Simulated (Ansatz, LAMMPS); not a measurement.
# Relaxing amorphous TiO2 at 3.55 g/cm^3 (84 atoms), part 3 of 4

How does amorphous TiO2 at 3.55 g/cm^3 (84 atoms) relax, and what do bonds, charges and levels look like afterwards?

Ansatz 0.2.0; Kohn-Sham DFT, PBE, PAW (set soft_2), plane waves.

The cell: 28 Ti and 56 O. The quench rate of 50 K/ps far exceeds what a furnace or splat quench reaches. The starting topology of bonds comes from the classical model. Only the Γ point is sampled in the main run, in a cell whose shortest periodic width is 10 Å.

So far. Step 4 (Relaxation): The relaxation changed the energy by -49.7 meV/atom, and atoms moved by 0.27 Å r.m.s., 0.73 Å at most.

## Step 6: Single point at the relaxed geometry

The electronic structure is read at the final geometry, in a run of its own.

Contents of input.yaml:

```yaml
crystal:
  lattice:
    - [10.1511, 0.0, 0.0]
    - [0.0, 10.1511, 0.0]
    - [0.0, 0.0, 10.1511]
  atoms:
    - { symbol: Ti, position: [0.32687, 0.13692, 0.77773] }
    - { symbol: Ti, position: [0.76061, 0.58254, 0.9583] }
    - { symbol: Ti, position: [0.83812, 0.02321, 0.86958] }
    - { symbol: Ti, position: [0.97975, 0.33707, 0.87322] }
    - { symbol: Ti, position: [0.06284, 0.94087, 0.60325] }
    - { symbol: Ti, position: [0.20641, 0.10163, 0.33999] }
    - { symbol: Ti, position: [0.00779, 0.76839, 0.03346] }
    - { symbol: Ti, position: [0.78791, 0.75931, 0.72623] }
    - { symbol: Ti, position: [0.43075, 0.35413, 0.37671] }
    - { symbol: Ti, position: [0.30931, 0.81879, 0.73746] }
    - { symbol: Ti, position: [0.85364, 0.89302, 0.32125] }
    - { symbol: Ti, position: [0.85238, 0.29633, 0.56111] }
    - { symbol: Ti, position: [0.13731, 0.32189, 0.55758] }
    - { symbol: Ti, position: [0.9453, 0.47286, 0.22876] }
    - { symbol: Ti, position: [0.63449, 0.29529, 0.90186] }
    - { symbol: Ti, position: [0.54669, 0.58051, 0.16055] }
    - { symbol: Ti, position: [0.23001, 0.56196, 0.84537] }
    - { symbol: Ti, position: [0.53698, 0.81214, 0.46669] }
    - { symbol: Ti, position: [0.42847, 0.12344, 0.06364] }
    - { symbol: Ti, position: [0.24914, 0.37975, 0.12027] }
    - { symbol: Ti, position: [0.70845, 0.20755, 0.23554] }
    - { symbol: Ti, position: [0.61775, 0.05265, 0.59508] }
    - { symbol: Ti, position: [0.54674, 0.83208, 0.9984] }
    - { symbol: Ti, position: [0.09317, 0.09778, 0.03349] }
    - { symbol: Ti, position: [0.29868, 0.77513, 0.24321] }
    - { symbol: Ti, position: [0.52549, 0.53123, 0.66812] }
    - { symbol: Ti, position: [0.07372, 0.65999, 0.48969] }
    - { symbol: Ti, position: [0.75216, 0.59891, 0.44641] }
    - { symbol: O, position: [0.33021, 0.21372, 0.18987] }
    - { symbol: O, position: [0.46128, 0.11466, 0.66771] }
    - { symbol: O, position: [0.19035, 0.72829, 0.86949] }
    - { symbol: O, position: [0.8104, 0.39977, 0.90109] }
    - { symbol: O, position: [0.49811, 0.96452, 0.10656] }
    - { symbol: O, position: [0.23631, 0.27204, 0.7114] }
    - { symbol: O, position: [0.26921, 0.27078, 0.4268] }
    - { symbol: O, position: [0.13534, 0.4997, 0.56136] }
    - { symbol: O, position: [0.12656, 0.2877, 0.00389] }
    - { symbol: O, position: [0.66646, 0.5432, 0.29825] }
    - { symbol: O, position: [0.91946, 0.57087, 0.08226] }
    - { symbol: O, position: [0.21874, 0.98409, 0.72657] }
    - { symbol: O, position: [0.07969, 0.09644, 0.21261] }
    - { symbol: O, position: [0.61487, 0.20138, 0.0804] }
    - { symbol: O, position: [0.66785, 0.63431, 0.80298] }
    - { symbol: O, position: [0.71636, 0.15847, 0.81415] }
    - { symbol: O, position: [0.78595, 0.05145, 0.26806] }
    - { symbol: O, position: [0.30061, 0.48873, 0.99194] }
    - { symbol: O, position: [0.60955, 0.65568, 0.55766] }
    - { symbol: O, position: [0.75238, 0.44183, 0.54579] }
    - { symbol: O, position: [0.93191, 0.58795, 0.37193] }
    - { symbol: O, position: [0.55311, 0.9925, 0.44224] }
    - { symbol: O, position: [0.57137, 0.38807, 0.76468] }
    - { symbol: O, position: [0.44292, 0.85891, 0.85386] }
    - { symbol: O, position: [0.44858, 0.21778, 0.90775] }
    - { symbol: O, position: [0.67053, 0.89184, 0.65215] }
    - { symbol: O, position: [0.46261, 0.72882, 0.32731] }
    - { symbol: O, position: [0.00782, 0.94211, 0.96916] }
    - { symbol: O, position: [0.71369, 0.9154, 0.9276] }
    - { symbol: O, position: [0.19727, 0.68747, 0.3689] }
    - { symbol: O, position: [0.88637, 0.71288, 0.88259] }
    - { symbol: O, position: [0.45567, 0.44586, 0.52304] }
    - { symbol: O, position: [0.61045, 0.46902, 0.02927] }
    - { symbol: O, position: [0.16231, 0.76017, 0.12146] }
    - { symbol: O, position: [0.93168, 0.16489, 0.95437] }
    - { symbol: O, position: [0.97806, 0.28017, 0.69639] }
    - { symbol: O, position: [0.06645, 0.48645, 0.83783] }
    - { symbol: O, position: [0.9169, 0.94634, 0.71851] }
    - { symbol: O, position: [0.87736, 0.67994, 0.59992] }
    - { symbol: O, position: [0.76329, 0.14666, 0.53631] }
    - { symbol: O, position: [0.28714, 0.94824, 0.30377] }
    - { symbol: O, position: [0.98722, 0.31114, 0.44588] }
    - { symbol: O, position: [0.67104, 0.7019, 0.07215] }
    - { symbol: O, position: [0.72582, 0.78828, 0.38772] }
    - { symbol: O, position: [0.13831, 0.77514, 0.62065] }
    - { symbol: O, position: [0.426, 0.71125, 0.09074] }
    - { symbol: O, position: [0.83775, 0.32966, 0.21414] }
    - { symbol: O, position: [0.12173, 0.44089, 0.22415] }
    - { symbol: O, position: [0.26694, 0.06808, 0.97174] }
    - { symbol: O, position: [0.57673, 0.2557, 0.3506] }
    - { symbol: O, position: [0.37155, 0.60267, 0.73216] }
    - { symbol: O, position: [0.90816, 0.8172, 0.17308] }
    - { symbol: O, position: [0.40327, 0.46093, 0.23018] }
    - { symbol: O, position: [0.39974, 0.82156, 0.5844] }
    - { symbol: O, position: [0.98661, 0.87134, 0.44687] }
    - { symbol: O, position: [0.12317, 0.08514, 0.50143] }
kpoints:
  mp_grid: { grid: [1, 1, 1] }
hamiltonian:
  xc: pbe
scf:
  occupations: { method: fermi_dirac, width: 0.025 }
output:
  forces: true
  stress: true
  populations: true
  dos:
    method: { smearing: { sigma: 0.08 } }
    de: 0.05
    projected: { site_lists: { O: [O], Ti: [Ti] } }
  eigenvalues: true
  write_density: true
  write_potential: true
  volumetric_format: npy
```

The run is started by

```console
> ansatz run input.yaml --threads 4 --pin off --max-ram 8192MiB --backend cpu --events-out ev --progress --plain --runs-dir out
```

Numbers of over 12 decimals in the logs are rounded to 6 here.

Output:

```text
[...]
Crystal: 84 atoms, lattice volume = 1046.018 Å³
Basis set: ecut = 420 eV, 20341 PW (Γ), exchange–correlation on 144×144×144 points (8 copies of the dense FFT grid, shifted against one another)
Bands: 420, of which v1, the nominal top of the filled ones, is band 336 counted from 1 (335 counted from 0)
Symmetry: 1 space group operations
[...]
k-points: 1
[...]
SCF iter   1: F=—  HF=-101875.327769 eV  |F-HF|=—  |Δ(HF+E_count)|=         —  Δρ=4.79e-3  dr2=2.42e-1  ethr=1.77e-3  ⟨swp⟩=4.0  Hψ=1543  notcnv=0  defer=34
[...]
SCF iter  12: F=-101875.312151 eV  HF=-101875.312151 eV  |F-HF|=7.31e-9  |Δ(HF+E_count)|=   4.10e-8  Δρ=1.59e-6  dr2=3.55e-8  ethr=1.49e-11  ⟨swp⟩=7.0  Hψ=2152  notcnv=0
SCF 1 converged in 12 iterations: F = -101875.312151 eV  dr2 = 3.55e-8
[...]
SCF converged after 12 iterations
Free energy (F): -101875.312151 eV
[...]
Internal energy: -101875.312151 eV  (E = F + TS)
E sigma→0 (E₀):  -101875.312151 eV
Fermi energy:    7.666537 eV
[...]
--- Forces (eV/Å), atoms counted from 1 ---
  atom   1  Ti     0.00700806    -0.00416298     0.00152325
  atom   2  Ti    -0.00374417     0.00559852     0.00336950
  atom   3  Ti    -0.00748428    -0.00496374    -0.01368344
  atom   4  Ti     0.01212256     0.00175384    -0.01154590
  atom   5  Ti    -0.00227637    -0.00779088    -0.00045289
  atom   6  Ti     0.00313201    -0.00193012     0.00271185
  atom   7  Ti     0.00511157    -0.01259563     0.00481673
  atom   8  Ti    -0.00019905    -0.00742081     0.00359798
  atom   9  Ti     0.00478236     0.00248849    -0.00438214
  atom  10  Ti     0.01247463     0.00405550    -0.01185654
  atom  11  Ti    -0.00290521    -0.00096069     0.00289467
  atom  12  Ti    -0.01159592     0.00475686    -0.00463839
  atom  13  Ti     0.00931669     0.00406474    -0.00316697
  atom  14  Ti    -0.01117765     0.00225063    -0.00430220
[...]
atom  83  O      0.00295657    -0.00262346     0.00702673
  atom  84  O     -0.00175475    -0.00273195     0.00017379
  max |Σ_I F_I| component: 1.21e-4 eV/Å
--- Stress (GPa, compression-positive) ---
       -0.740114       0.208263       0.389310
        0.208263       2.575436       0.230281
        0.389310       0.230281       1.677726
  P = ⅓ Tr σ = 1.1710 GPa (11.710 kbar)
--- Band table (eV) ---
[...]
--- Löwdin populations: 84 sites ---
  site symbol       q [e]
     0     Ti     10.6814
     1     Ti     10.6511
     2     Ti     10.6855
[...]
83      O      6.6450
  spilling = 0.003403 (of n_electrons = 672.000000)
```

It took 26 s on 4 threads of Arm Neoverse V1, shared host; peak memory 1.5 GiB.

Read from the output:

| Property | Result |
| --- | --- |
| free energy | -101875.3122 eV |
| free energy per atom | -1212.8013 eV/atom |
| SCF cycles | 12 |
| pressure | 1.171 GPa |
| r.m.s. force component | 0.00651 eV/Å |
| longest force | 0.0283 eV/Å |
| Fermi energy | 7.667 eV |
| gap (highest filled to lowest empty level) | 2.592 eV |
| spilling of the projection | 0.003403 |

Löwdin charges by element and coordination (they lack the spilled electrons, 0.027 e an atom on average):

```
element  coordination  atoms  mean charge (e)  spread   least    most
      O           all     56           -0.625  0.0467  -0.717  -0.521
      O             2     26           -0.586  0.0328  -0.648  -0.521
      O             3     29           -0.656   0.024  -0.702  -0.592
      O             4      1           -0.717       0  -0.717  -0.717
     Ti           all     28             1.33  0.0201    1.29    1.38
     Ti             4      6             1.32  0.0192    1.29    1.34
     Ti             5     13             1.33  0.0188    1.31    1.38
     Ti             6      9             1.34  0.0174    1.30    1.35
```

States in the cell by windows of 0.5 eV, zero at the Fermi level; the larger projections on atomic orbitals stand beside the total:

| from (eV) | to (eV) | total | O p | Ti d |
| --- | --- | --- | --- | --- |
| -10 | -6.5 | 0.0 | 0.0 | 0.0 |
| -6.5 | -6 | 1.0 | 0.7 | 0.2 |
| -6 | -5.5 | 23.9 | 16.8 | 5.5 |
| -5.5 | -5 | 43.4 | 30.3 | 11.4 |
| -5 | -4.5 | 52.8 | 37.8 | 12.8 |
| -4.5 | -4 | 36.0 | 27.5 | 7.1 |
| -4 | -3.5 | 35.4 | 28.1 | 6.0 |
| -3.5 | -3 | 36.2 | 29.7 | 5.3 |
| -3 | -2.5 | 41.4 | 35.8 | 4.5 |
| -2.5 | -2 | 39.3 | 35.3 | 3.2 |
| -2 | -1.5 | 22.3 | 20.7 | 1.3 |
| -1.5 | -1 | 4.3 | 4.0 | 0.2 |
| -1 | 1 | 0.0 | 0.0 | 0.0 |
| 1 | 1.5 | 12.0 | 0.8 | 10.9 |
| 1.5 | 2 | 41.1 | 3.7 | 36.0 |
| 2 | 2.5 | 34.4 | 4.7 | 28.1 |
| 2.5 | 3 | 37.9 | 6.6 | 29.1 |

Between -26 and -10 eV lie 112 more states.

The stored curve holds about 448 of the 672 electrons; the rest, give or take the few that broadening carries across the Fermi level, lie in deeper levels below its range.

The levels nearest the highest filled one (over half full), pooled over k-points and spins:

```
level less the highest filled one (eV)  occupation
                                -0.413           2
                                -0.390           2
                                -0.358           2
                                -0.242           2
                                -0.186           2
                                     0           2
                                  2.59           0
                                  2.64           0
                                  2.68           0
                                  2.73           0
                                  2.73           0
                                  2.77           0
```

Electrostatic potential energy in the bc plane at fractional x = 0.443, with atoms of Ti and O within 0.2 Å of it. With pseudopotentials it is smooth inside the atoms' cores, unlike the true potential.

Values in eV, 13 rows by 16 columns, each cell a mean:
```
  9   3  -4 -20  -3  12  13  13  13  13  13  11   8   3   7  11
 11   9   0 -24  -6  12  13  13  13  13  13  12   7 -25 -19  11
 11   7   6   8  12  13  13  11  10   9  11  12   9  -9  -4  12
 11  -8  -8  10  13  13  11   5  -2  -2   7  11  10   9  11  12
 10 -19 -18  11  13  13  11   3  -7  -1   9  12   7   1  11  13
 13  11  11  13  13  12  -3 -17   3   9  11  11  -2 -18   8  13
 13  13  13  11   8   3 -13 -22   5  13  12  10   2  -1   8  12
 13  13  12   9  -7 -27 -23   2  12  13  13   5   2   3   9  13
 13  13  12   9  -6 -26 -22   2  11  13   8 -27 -17  10  12  13
 13  12  12  11   8   3  -1 -17   2   9   9  -3   2  11  12  13
 10   5   4   9  11  11   7  -8   1   2   6   6  10  11  12  10
 -3 -22 -26  -5   9  11  12  11   7   5  -5 -30  -6  10   8 -11
  0 -24 -27  -6   9  12  12  13  12  12   8  -7   2   3   7   8
```
Columns run along b (10.2 Å; values clipped at the 3rd and 97th percentile), rows up along c (10.2 Å). Atoms in or near the plane, at fractional coordinates: Ti at (0.35, 0.38), Ti at (0.12, 0.06), O at (0.11, 0.67), O at (0.86, 0.85), O at (0.22, 0.91), O at (0.73, 0.33), O at (0.45, 0.52), O at (0.71, 0.09).

Valence density in the bc plane at fractional x = 0.443, with atoms of Ti and O within 0.2 Å of it. It is the smooth field of the valence electrons, not physical close to the nuclei.

Ten steps, logarithmic in the rise over the least value, from '0' (0.0 e/Å³) to '9' (9.0 e/Å³), each cell a mean:
```
11234665310000000001112232211
00125898520000000000012355421
00125798520000000000013688741
00123565310000000110013689741
00122232100000012321112577531
12343210000111124543111233310
13676420000111245553111111100
25798520000012355432112232100
24787520000122343221124554210
12454210001355432100135776310
01111000013588742000125675310
10000000013689741000023453211
11000000134577531000112332111
11000001478754210001233321111
10000012699963100013565421011
00000012589863110025887521000
00000011256544421125787521000
00000111112467642123555310000
10001121112468753212232100011
32112221101356543223443111233
54466421000123222246775312456
55799731000001111247986422466
45899741000000000136776322345
23687642100000000023443222222
```
Columns run along b (10.2 Å), rows up along c (10.2 Å). Atoms in or near the plane, at fractional coordinates: Ti at (0.35, 0.38), Ti at (0.12, 0.06), O at (0.11, 0.67), O at (0.86, 0.85), O at (0.22, 0.91), O at (0.73, 0.33), O at (0.45, 0.52), O at (0.71, 0.09).

Mean Löwdin charges: O -0.62, Ti +1.33 e (they miss 0.34 % of the electrons, so they add up to more than the cell's charge). The largest share in the top eV of filled states is O p (92 % of the projected weight), and in the lowest eV of empty states Ti d (88 % of the projected weight).

A closer look about O29, which has 4 bonded neighbours where the commonest count for O is 3: 17 atoms, nearest first, numbered in the order of the input, with positions taken from that point.

```
atom      x      y      z  distance (Å)  bonds  Löwdin charge (e)
 O29   0.00   0.00   0.00          0.00      4              -0.72
Ti19   1.00  -0.92  -1.28          1.86      5               1.32
Ti20  -0.82   1.69  -0.71          2.00      5               1.32
 Ti6  -1.26  -1.14   1.52          2.28      5               1.34
 O35  -0.62   0.58   2.41          2.55      3              -0.68
 Ti9   1.02   1.43   1.90          2.58      5               1.32
 O81   0.74   2.51   0.41          2.65      3              -0.69
 O77  -0.64  -1.48  -2.21          2.74      3              -0.69
 O41  -2.54  -1.19   0.23          2.82      2              -0.58
 O37  -2.07   0.75  -1.89          2.90      3              -0.70
 O69  -0.44  -2.69   1.16          2.96      2              -0.58
 O78   2.50   0.43   1.63          3.02      2              -0.62
 O42   2.89  -0.13  -1.11          3.10      3              -0.68
 O53   1.20   0.04  -2.86          3.11      3              -0.64
Ti24  -2.41  -1.18  -1.59          3.11      5               1.34
 O76  -2.12   2.31   0.35          3.15      2              -0.56
 O33   1.70  -2.53  -0.85          3.17      2              -0.56
```

The column of bonds counts only the pairs O-Ti within 2.64 Å; other neighbours, such as metal atoms beside each other in a compound, aren't counted, and periodic images can show an atom twice.

## Step 7: K-mesh 2×2×2

A denser mesh tests the sampling of the Brillouin zone.

Edit input.yaml of step 6 so:

```diff
@@ -8,3 +8,3 @@
 kpoints:
-  mp_grid: { grid: [1, 1, 1] }
+  mp_grid: { grid: [2, 2, 2] }
 hamiltonian:
@@ -22,4 +22 @@
   eigenvalues: true
-  write_density: true
-  write_potential: true
-  volumetric_format: npy
```

Output:

```text
[...]
Crystal: 84 atoms, lattice volume = 1046.018 Å³
Basis set: ecut = 420 eV, 20341 PW (Γ), exchange–correlation on 144×144×144 points (8 copies of the dense FFT grid, shifted against one another)
Bands: 420, of which v1, the nominal top of the filled ones, is band 336 counted from 1 (335 counted from 0)
Symmetry: 1 space group operations
[...]
k-points: 8
[...]
SCF iter   1: F=—  HF=-101875.380088 eV  |F-HF|=—  |Δ(HF+E_count)|=         —  Δρ=4.79e-3  dr2=2.40e-1  ethr=1.77e-3  ⟨swp⟩=4.2  Hψ=12362  notcnv=0  defer=264
[...]
SCF iter  11: F=—  HF=-101875.363885 eV  |F-HF|=—  |Δ(HF+E_count)|=   1.45e-7  Δρ=3.50e-6  dr2=1.49e-7  ethr=1.49e-11  ⟨swp⟩=10.8  Hψ=14091  notcnv=0
SCF iter  12: F=-101875.363885 eV  HF=-101875.363885 eV  |F-HF|=7.25e-9  |Δ(HF+E_count)|=   4.17e-8  Δρ=1.60e-6  dr2=3.57e-8  ethr=1.49e-11  ⟨swp⟩=3.0  Hψ=8768  notcnv=0
SCF 1 converged in 12 iterations: F = -101875.363885 eV  dr2 = 3.57e-8
[...]
SCF converged after 12 iterations
Free energy (F): -101875.363885 eV
[...]
Internal energy: -101875.363885 eV  (E = F + TS)
E sigma→0 (E₀):  -101875.363885 eV
Fermi energy:    7.644896 eV
[...]
Σ components = -101875.363885   (vs F -101875.363885, Δ=0.00e0)
--- Forces (eV/Å), atoms counted from 1 ---
  atom   1  Ti     0.01583997    -0.00080622     0.01154789
  atom   2  Ti    -0.00126500    -0.00022358    -0.01202951
  atom   3  Ti     0.02430342     0.00192735    -0.00797172
  atom   4  Ti    -0.02687302    -0.01209126     0.00047497
[...]
atom  84  O     -0.02972772     0.00113944    -0.02051302
  max |Σ_I F_I| component: 1.25e-4 eV/Å
--- Stress (GPa, compression-positive) ---
       -0.745498       0.200268       0.396330
        0.200268       2.575951       0.231627
        0.396330       0.231627       1.670443
  P = ⅓ Tr σ = 1.1670 GPa (11.670 kbar)
--- Band table (eV; the first three rows and the last of 8) ---
[...]
--- Löwdin populations: 84 sites ---
  site symbol       q [e]
     0     Ti     10.6809
     1     Ti     10.6517
     2     Ti     10.6844
[...]
83      O      6.6457
  spilling = 0.003409 (of n_electrons = 672.000000)
```

Elapsed: 3.7 min, on 4 threads; peak memory 5.6 GiB; 15 min of CPU time.

The program notes that it cut back its work space to fit the memory limit.

Geometry and reference: those of the single point at the relaxed geometry.

Forces differ from those of the single point at the relaxed geometry by 14 meV/Å r.m.s.; the energy by -0.62 meV/atom and the gap by -0.015 eV. It took 3.7 min and 12 cycles; the reference's time can't be set against it, since the two runs asked for unlike analyses.

(Part 3 of 4 ends here.)

[Logs are printed without paths, hosts, clocks, repeated set-up lines and the standing remarks that a program may print on its own settings, such as how far it seeks lower states.]

[Hosts, paths, dates, database ids (printed as entryN), source tags and the programs' standing remarks are cut or masked in the printed files.]
